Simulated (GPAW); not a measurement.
Here is a GPAW 26.7.0 calculation.

The input run.py:

```python
from ase import Atoms
from ase.dft.bandgap import bandgap
from ase.io import write
from ase.units import GPa
from gpaw import GPAW, PW

atoms = Atoms(['Te', 'Sn'],
              cell=[[0.0, 3.15085, 3.15085],
                    [3.15085, 0.0, 3.15085],
                    [3.15085, 3.15085, 0.0]],
              scaled_positions=[[0.5, 0.5, 0.5],
                                [0.0, 0.0, 0.0]],
              pbc=True)

calc = GPAW(mode=PW(450),
            xc='PBE',
            kpts={'size': (6, 6, 6), 'gamma': True},
            occupations={'name': 'fermi-dirac', 'width': 0.05},
            nbands=19,
            maxiter=120,
            txt='gpaw.txt')
atoms.calc = calc
energy = atoms.get_potential_energy()
forces = atoms.get_forces()
stress = atoms.get_stress()
calc.write('gs.gpw')
write('result.traj', atoms)
print(f'Energy: {energy:.6f} eV')
print('Forces (eV/A):')
print(forces.round(4))
print('Stress (GPa):', (stress / GPa).round(3))
print('Fermi level:', round(calc.get_fermi_level(), 4), 'eV')
print(f'Gap: {bandgap(calc)[0]:.4f} eV, direct: {bandgap(calc, direct=True)[0]:.4f} eV')
```

Potentials or basis: GPAW PAW data sets (gpaw-data 1.2.1), pw.

Command:

```sh
$ OMP_NUM_THREADS=1 python run.py
```

Q: Predict the band gap on the k mesh.

A: 0.11 eV, direct.

Q: Predict the pressure.

A: 1.2 GPa.

Caveat: the cutoff is short for stress and forces, so pressures can be off by a GPa or more; spin-orbit coupling is left out, which moves the levels of the heavy elements.

**The experiment to reproduce.**

A printed reference work, textbook reports, for a bulk crystal of SnTe at 300 K: band gap 0.18 eV (direct).

Measured gap of SnTe: 0.18 eV (direct; 300 K; a printed reference work, textbook). This calculation gives 0.11 eV (-0.07 eV). Spin-orbit coupling on Sn, Te is left out. The value is that of PBE on a finite k mesh, which can miss the band edges, without temperature or zero-point motion. Semilocal functionals fall short of measured gaps as a rule.
